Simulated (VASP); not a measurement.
CaO (Lime):

```
Ca O
1.0
     0.00000    2.40650    2.40650
     2.40650    0.00000    2.40650
     2.40650    2.40650    0.00000
Ca O
1 1
Direct
  0.00000 0.00000 0.00000
  0.50000 0.50000 0.50000
```

```yaml
Program: VASP 6.6.1
Task: relaxation of cell and atoms
Functional: LDA
Potentials_or_basis: VASP PAW LDA potentials, release 64 (Ca_sv, O)
Cutoff: 600 eV
k_mesh: 10 × 10 × 10
Occupations: gaussian, width 0.03 eV
Spin: no spin polarisation
```

At the start: pressure -6.8 GPa; volume 13.94 Å³/atom.

Task: How do energy, volume and symmetry change on relaxing?

Result: Over 3 steps the energy falls by 18.1 meV/atom and the volume is 13.12 Å³/atom (-5.8 %); space group Fm-3m (No. 225, to 0.05 Å).

The path:
| step | energy change (eV) | largest force (eV/Å) | pressure (GPa) | volume (Å³) |
| --- | --- | --- | --- | --- |
| 1 | 0.0000 | 0.0000 | -6.78 | 27.87 |
| 2 | -0.0287 | 0.0000 | 3.61 | 25.56 |
| 3 | -0.0363 | 0.0000 | 0.00 | 26.25 |

Final structure:
```
Ca O
1.0
     0.00000    2.35878    2.35878
     2.35878    0.00000    2.35878
     2.35878    2.35878    0.00000
Ca O
1 1
Direct
  0.00000 0.00000 0.00000
  0.50000 0.50000 0.50000
```
